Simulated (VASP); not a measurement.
Input of a VASP 6.6.1 run:

INCAR

```
PREC = Accurate ; ENCUT = 520
EDIFF = 1E-6 ; ISMEAR = 0
SIGMA = 0.05 ; LREAL = False
LASPH = True ; NELM = 60
ALGO = Fast ; ISIF = 2
LWAVE = False ; LCHARG = True
LDIPOL = True ; IDIPOL = 3
DIPOL = 0.5 0.5 0.500 ; GGA = PE
LELF = True ; LVHAR = True
LVACPOTAV = True ; NBANDS = 61
```

Contents of KPOINTS:

```
regular mesh
0
Gamma
  8 8 1
```

The input POSCAR:

```
SnTe
1.0
    4.5346574424      0.0000000000      0.0000000000
    0.0000000000      4.5346574424      0.0000000000
    0.0000000000      0.0000000000     27.8259481114
Sn Te
5 5
Direct
    0.5000000000      0.5000000000      0.2695325949
    0.0000000000      0.0000000000      0.3847662974
    0.5000000000      0.5000000000      0.5000000000
    0.0000000000      0.0000000000      0.6152337026
    0.5000000000      0.5000000000      0.7304674051
    0.0000000000      0.0000000000      0.2695325949
    0.5000000000      0.5000000000      0.3847662974
    0.0000000000      0.0000000000      0.5000000000
    0.5000000000      0.5000000000      0.6152337026
    0.0000000000      0.0000000000      0.7304674051
```

Potentials or basis: VASP PAW PBE potentials, release 64 (Sn_d, Te).

Launch:

```sh
$ cat potpaw_PBE.64/Sn_d/POTCAR potpaw_PBE.64/Te/POTCAR > POTCAR
$ mpirun -np 1 vasp_std > vasp.out
```

(1) What does it give for the band gap on the k mesh?

(2) What does it give for the largest force?

Results:

(1) 0.42 eV, direct.

(2) 0.439 eV/Å.

Caveat: spin-orbit coupling is left out, which moves the levels of the heavy elements.
